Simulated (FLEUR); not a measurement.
W:

```
W
1.0
     0.00000    2.03000    2.03000
     2.03000    0.00000    2.03000
     2.03000    2.03000    0.00000
W
1
Direct
  0.00000 0.00000 0.00000
```

This isn't the form of W at room conditions, which is bcc.

```yaml
Program: FLEUR MaX-R8.1 (later development tree)
Task: single point
Functional: PBE
Potentials_or_basis: all-electron
Basis: FLAPW
Kmax: 4.1 1/bohr
k_mesh: 11 × 11 × 11
Occupations: fermi-dirac, width 0.05 eV
Spin: no spin polarisation
Gmax: 12.7 1/bohr
Muffin-tin_radii: W 2.46 bohr
lmax: W 10
Local_orbitals_a_species: W 4
Max_iterations: 60
Mixing_factor: 0.05
Mixer: Anderson
Mixer_history: 15
Density_convergence: 1e-05 me/bohr^3
```

On this cell: band gap on the k mesh none (metal or under the smearing width).

The same run follows on a disturbed copy (cell strained at random at fixed volume):

```
W
1.0
     0.01192    2.00823    2.03186
     2.02971    0.01106    2.03272
     2.05415    2.03352   -0.01337
W
1
Direct
  0.99325 0.99126 0.01410
```

Problem. What changes?

Solution. The energy (extrapolated to zero smearing) moves by -4.5 meV/atom; band gap on the k mesh none (metal or under the smearing width).

The energy falls, though the first cell shows no forces: that form is unstable against this distortion, unless noise or another electronic state is at work.
